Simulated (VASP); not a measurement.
# Si (Fd-3m) in VASP: a series of runs

One crystal, Si, is run at these levels: PBE; tasks: single point.

Everything below comes from runs of VASP 6.6.1. Logs are shortened: lines on timing, memory, paths and dates and some standing lists are left out, and cuts for length are marked.

## Step 1: The undisturbed crystal

The structure is cubic, space group Fd-3m (No. 227). Conventional cell: a = 5.444 Å, b = 5.444 Å, c = 5.444 Å, α = 90.00°, β = 90.00°, γ = 90.00°. Si (site symmetry -43m) is surrounded by 4 Si at 2.36 Å.

## Step 2: Single point, PBE (grid = ENCUT=300 dk=0.45 cell=2x2x2 ISMEAR=0 SIGMA=0.05 LREAL=Auto EDIFF=1e-06)

The input, INCAR:

```
PREC = Accurate ; ENCUT = 300
EDIFF = 1E-6 ; ISMEAR = 0
SIGMA = 0.05 ; LREAL = Auto
LASPH = T ; NELM = 120
ALGO = Fast ; ISIF = 2
LWAVE = F ; LCHARG = F
GGA = PE ; NBANDS = 40
```

The input, KPOINTS:

```
Automatic mesh
0
Gamma
  3 3 3
```

The input, POSCAR:

```
Si
1.0
    0.0000000000      5.4437023730      5.4437023730
    5.4437023730      0.0000000000      5.4437023730
    5.4437023730      5.4437023730      0.0000000000
Si
16
Direct
    0.2500000000      0.2500000000      0.2500000000
    0.2500000000      0.2500000000      0.7500000000
    0.2500000000      0.7500000000      0.2500000000
    0.2500000000      0.7500000000      0.7500000000
    0.7500000000      0.2500000000      0.2500000000
    0.7500000000      0.2500000000      0.7500000000
    0.7500000000      0.7500000000      0.2500000000
    0.7500000000      0.7500000000      0.7500000000
    0.3750000000      0.3750000000      0.3750000000
    0.3750000000      0.3750000000      0.8750000000
    0.3750000000      0.8750000000      0.3750000000
    0.3750000000      0.8750000000      0.8750000000
    0.8750000000      0.3750000000      0.3750000000
    0.8750000000      0.3750000000      0.8750000000
    0.8750000000      0.8750000000      0.3750000000
    0.8750000000      0.8750000000      0.8750000000
```

Potentials or basis: VASP PAW PBE potentials, release 64 (Si).

Started as:

```
> cat potpaw_PBE.64/Si/POTCAR > POTCAR
> mpirun -np 1 vasp_std > vasp.out
```

OUTCAR:

```text
PREC = Accurate
   ENCUT = 300
   EDIFF = 1E-6
   ISMEAR = 0
   LREAL = Auto
   LASPH = T
   NELM = 120
   ISIF = 2
   GGA = PE

 Found      4 irreducible k-points:

 Following reciprocal coordinates:
            Coordinates               Weight
  0.000000  0.000000  0.000000      1.000000
  0.333333  0.000000  0.000000      8.000000
  0.333333  0.333333  0.000000      6.000000
 -0.333333  0.333333  0.000000     12.000000
   k-points           NKPTS =      4   k-points in BZ     NKDIM =      4   number of bands    NBANDS=     40
   number of dos      NEDOS =    301   number of ions     NIONS =     16
   total plane-waves  NPLWV = 110592
   dimension x,y,z NGX =    48 NGY =   48 NGZ =   48
   dimension x,y,z NGXF=    96 NGYF=   96 NGZF=   96
   ions per type =              16
   NGX,Y,Z   is equivalent  to a cutoff of  10.37, 10.37, 10.37 a.u.
   NGXF,Y,Z  is equivalent  to a cutoff of  20.73, 20.73, 20.73 a.u.
 SYSTEM =  unknown system
   PREC   = accura    normal or accurate (medium, high low for compatibility)
   ISTART =      0    job   : 0-new  1-cont  2-samecut
   ICHARG =      2    charge: 1-file 2-atom 10-const
   ISPIN  =      1    spin polarized calculation?
   LNONCOLLINEAR =      F non collinear calculations
   LSORBIT =      F    spin-orbit coupling
   LASPH  =      T    aspherical Exc in radial PAW
   ENCUT  =  300.0 eV  22.05 Ry    4.70 a.u.  10.87 10.87 10.87*2*pi/ulx,y,z
   NELM   =    120;   NELMIN=  2; NELMDL= -5     # of ELM steps
   EDIFF  = 0.1E-05   stopping-criterion for ELM
   LREAL  =      T    real-space projection
   EDIFFG = 0.1E-04   stopping-criterion for IOM
   NSW    =      0    number of steps for IOM
   IBRION =     -1    ionic relax: 0-MD 1-quasi-New 2-CG
   NFREE  =      0    steps in history (QN), initial steepest desc. (CG)
   ISIF   =      2    stress and relaxation
   ISYM   =      2    0-nonsym 1-usesym 2-fastsym
   POTIM  = 0.5000    time-step for ionic-motion
   TEBEG  =    0.0;   TEEND  =   0.0 temperature during run
   PSTRESS=    0.0 pullay stress
   NELECT =      64.0000    total number of electrons
   NUPDOWN=      -1.0000    fix difference up-down
   EMIN   =  10.00;   EMAX   =-10.00  energy-range for DOS
   EFERMI =   0.00;   METHOD = LEGACY
   ISMEAR =     0;   SIGMA  =   0.05  broadening in eV -4-tet -1-fermi 0-gaus
   EFERMI_NEDOS =   21; number of points for ismear=-14 and -15
   IALGO  =     68    algorithm
   IMIX   =      4    mixing-type and parameters
     AMIX     =   0.40;   BMIX     =  1.00
     AMIX_MAG =   1.60;   BMIX_MAG =  1.00
  volume/ion in A,a.u.               =      20.16       136.08
  Fermi-wavevector in a.u.,A,eV,Ry     =   0.954766  1.804247 12.402783  0.911579
  Thomas-Fermi vector in A             =   2.083543
   LORBIT       =      0    0 simple, 1 ext, 2 COOP (PROOUT), +10 PAW based schemes
   GGA     = PE    functional components
   LHFCALC =     F    Hartree Fock is set to
   AEXX    =    0.0000 exact exchange contribution
   IVDW    =     0    specifies the selected vdW correction
   LEPSILON=     F    determine dielectric tensor
   LRPA    =     F    only Hartree local field effects (RPA)
 non-spin polarized calculation
 RMM-DIIS sequential band-by-band and
 Gauss-broadening in eV      SIGMA  =   0.05
  energy-cutoff  :      300.00
  volume of cell :      322.64
 maximum number of plane-waves:      3839
 NGX is ok and might be reduce to    48
   NGX = 21   NGY = 21   NGZ = 21

 number of electron      63.9999991 magnetization

 Free energy of the ion-electron system (eV)
  ---------------------------------------------------
  ext. energy  EPLUGINS =         0.00000000
  ---------------------------------------------------
  free energy    TOTEN  =       -86.54838059 eV

  energy without entropy =      -86.54838059  energy(sigma->0) =      -86.54838059

 E-fermi :   6.0188     XC(G=0):  -9.3767

 val. band max:        5.7626745033   @ k =   0.0000   0.0000   0.0000
 cond. band min:       6.4876580839   @ k =   0.0000   0.0000   0.0000
 fundamental gap:      0.7249835806
 Fermi energy:         6.0188243170

 k-point     1 :       0.0000    0.0000    0.0000
  band No.  band energies     occupation
      1      -6.1486      2.00000
      2      -3.8344      2.00000
      3      -3.8344      2.00000
      4      -3.8344      2.00000
      5      -3.8344      2.00000
      6      -2.0292      2.00000
[... 32 lines left out ...]
     39       7.2793      0.00000
     40       7.2793      0.00000

 k-point     2 :       0.3333    0.0000    0.0000
  band No.  band energies     occupation
      1      -5.7894      2.00000
      2      -4.7805      2.00000
      3      -3.6749      2.00000
      4      -3.6749      2.00000
      5      -3.6749      2.00000
      6      -3.0996      2.00000
[... 32 lines left out ...]
     39       7.8071      0.00000
     40       8.0948      0.00000

 k-point     3 :       0.3333    0.3333    0.0000
  band No.  band energies     occupation
      1      -5.6672      2.00000
      2      -4.2555      2.00000
      3      -4.0565      2.00000
      4      -4.0565      2.00000
      5      -4.0565      2.00000
      6      -4.0565      2.00000
[... 32 lines left out ...]
     39       8.2116      0.00000
     40       8.5149      0.00000

 k-point     4 :      -0.3333    0.3333    0.0000
  band No.  band energies     occupation
      1      -5.2048      2.00000
      2      -4.8570      2.00000
      3      -4.8570      2.00000
      4      -3.8734      2.00000
      5      -3.8734      2.00000
      6      -2.9065      2.00000
[... 32 lines left out ...]
     39       9.1353      0.00000
     40       9.1863      0.00000

------------------------ aborting loop because EDIFF is reached ----------------------------------------

  FORCE on cell =-STRESS in cart. coord.  units (eV):
  Direction    XX          YY          ZZ          XY          YZ          ZX
  --------------------------------------------------------------------------------------
  -------------------------------------------------------------------------------------
  Total        2.4324208      2.4324208      2.4324208      0.0000000      0.0000000     -0.0000000
  in kB       12.0791444     12.0791444     12.0791444      0.0000000      0.0000000     -0.0000000
  external PRESSURE =      12.0791444 kB  Pullay stress =       0.0000000 kB

 VOLUME and BASIS-vectors are now :
 -----------------------------------------------------------------------------
  energy-cutoff  :      300.00
  volume of cell :      322.64
      direct lattice vectors                 reciprocal lattice vectors
     0.000000000  5.443702373  5.443702373    -0.091849254  0.091849254  0.091849254
     5.443702373  0.000000000  5.443702373     0.091849254 -0.091849254  0.091849254
     5.443702373  5.443702373  0.000000000     0.091849254  0.091849254 -0.091849254

 POSITION                                       TOTAL-FORCE (eV/Angst)
 -----------------------------------------------------------------------------------
      2.72185      2.72185      2.72185        -0.000000     -0.000000     -0.000000
      5.44370      5.44370      2.72185         0.000000     -0.000000     -0.000000
      5.44370      2.72185      5.44370         0.000000     -0.000000     -0.000000
      8.16555      5.44370      5.44370        -0.000000     -0.000000     -0.000000
      2.72185      5.44370      5.44370        -0.000000      0.000000     -0.000000
      5.44370      8.16555      5.44370         0.000000     -0.000000     -0.000000
[... 8 lines left out ...]
      6.80463      6.80463      9.52648        -0.000000      0.000000      0.000000
      9.52648      9.52648      9.52648        -0.000000      0.000000      0.000000
 -----------------------------------------------------------------------------------
    total drift:                               -0.000000      0.000000     -0.000000

  FREE ENERGIE OF THE ION-ELECTRON SYSTEM (eV)
  ---------------------------------------------------
  free  energy   TOTEN  =       -86.5483805867 eV

  energy  without entropy=      -86.5483805867  energy(sigma->0) =      -86.54838059
```

Run time: 92 s. Hardware: 1 thread of AMD EPYC 7R43 (Zen 3), shared host; peak memory 0.27 GiB.

These settings aren't checked as converged: the numbers below hold their error.

What came out:

* Free energy: -86.5484 eV
* Pressure: 1.2 GPa
* Band gap on the k mesh: 0.73 eV

Caveat: the cutoff is under 1.25 times the usual one of these potentials, so pressure, stress and relaxed cells hold a basis-set (Pulay) error; an odd mesh through Γ misses points on the zone boundary, where band edges often lie.

[end of part 1 of 2]
